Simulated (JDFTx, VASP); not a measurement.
Given: the input of a run of JDFTx 1.7.0 (patched build) on Si. 

The input Si.in:

```
lattice \
    0.0000000000     2.7218511865     2.7218511865 \
    2.7218511865     0.0000000000     2.7218511865 \
    2.7218511865     2.7218511865     0.0000000000
latt-scale 1.889726124626 1.889726124626 1.889726124626
coords-type Lattice
ion Si     0.5000000000     0.5000000000     0.5000000000 1
ion Si     0.7500000000     0.7500000000     0.7500000000 1

ion-species pseudo/Si.upf
elec-cutoff 18 144
elec-ex-corr gga-PBE
van-der-waals D3
kpoint-folding 8 8 8
elec-smearing Fermi 0.0018374661
elec-n-bands 9
electronic-SCF nIterations 100 energyDiffThreshold 1e-09
electronic-minimize nIterations 30 energyDiffThreshold 1e-7
forces-output-coords Cartesian
lattice-minimize nIterations 40 energyDiffThreshold 1e-6

dump-name run.$VAR
dump End Ecomponents EigStats BandEigs Kpoints Forces Stress ElecDensity Dtot KEdensity
```

Potentials or basis: PseudoDojo-SR-PBE-0.5-standard.

Command:

```console
$ jdftx -c 1 -i Si.in -o Si.out
```

Task: Set up the same calculation for VASP 6.6.1. Potentials or basis there: PBE PAW files Si, 600 eV.

Result: As run (cutoffs and basis follow the program's own potentials, and thresholds, step limits or extra output files can differ):

INCAR

```
SYSTEM = Si
PREC = Accurate
ENCUT = 600
EDIFF = 1E-6
ISMEAR = -1
SIGMA = 0.05
LREAL = .FALSE.
LASPH = .TRUE.
NELM = 60
ALGO = Fast
ISIF = 3
LWAVE = .FALSE.
LCHARG = .FALSE.
GGA = PE
IVDW = 11
IBRION = 2
NSW = 40
EDIFFG = -0.005
```

The input KPOINTS:

```
Automatic mesh
0
G
  8 8 8
  0 0 0
```

Contents of POSCAR:

```
Si
1.0
    0.0000000000      2.7218511865      2.7218511865
    2.7218511865      0.0000000000      2.7218511865
    2.7218511865      2.7218511865      0.0000000000
Si
2
Direct
    0.5000000000      0.5000000000      0.5000000000
    0.7500000000      0.7500000000      0.7500000000
```

Potentials or basis: VASP PAW PBE potentials, release 64 (Si).

The run is started by

```console
$ cat potpaw_PBE.64/Si/POTCAR > POTCAR
$ mpirun -np 1 vasp_std > vasp.out
```

Both were run:

|  | JDFTx | VASP |
| --- | --- | --- |
| Relaxed volume | 20.27 Å³/atom | 20.27 Å³/atom |
| Relaxed cell | a = 3.856 Å, b = 3.856 Å, c = 3.856 Å, α = 60.00°, β = 60.00°, γ = 60.00° | a = 3.856 Å, b = 3.856 Å, c = 3.856 Å, α = 60.00°, β = 60.00°, γ = 60.00° |
| Space group after relaxing | Fd-3m (No. 227) | Fd-3m (No. 227) |
| Pressure after relaxing | 0.0 GPa | 0.0 GPa |

Pressure is positive in compression.
